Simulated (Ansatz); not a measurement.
LaAlO3:
```yaml
crystal:
  lattice:
    - [3.81236, 0.00000, 0.00000]
    - [0.00000, 3.81236, 0.00000]
    - [0.00000, 0.00000, 3.81236]
  atoms:
    - { symbol: La, position: [0.50000, 0.50000, 0.50000] }
    - { symbol: Al, position: [0.00000, 0.00000, 0.00000] }
    - { symbol: O, position: [0.00000, 0.50000, 0.00000] }
    - { symbol: O, position: [0.50000, 0.00000, 0.00000] }
    - { symbol: O, position: [0.00000, 0.00000, 0.50000] }
```

The program Ansatz at the PBE level (PAW) gives a gap of 3.50 eV without spin–orbit coupling, maximum at R, minimum at Γ.

What happens when spin–orbit coupling is switched on?

The gap drops by 0.01 eV, to 3.49 eV; maximum at R, minimum at Γ.

Give the electron effective mass with spin–orbit coupling, band 1 of 2 at the edge.

0.71 along [100], 0.64 along [110], 0.59 along [111] (mₑ).

Give the electron effective mass with spin–orbit coupling, band 2 of 2 at the edge.

0.50 along [100], 0.53 along [110], 0.57 along [111] (mₑ).

Space group Pm-3m (cubic perovskite). This is a known high-temperature phase of the composition, computed here at zero pressure and temperature. The cell was relaxed with PBE under the symmetry of its start. At this level the phase is dynamically unstable (imaginary phonons).

Potentials: the later of the program's two PAW sets.
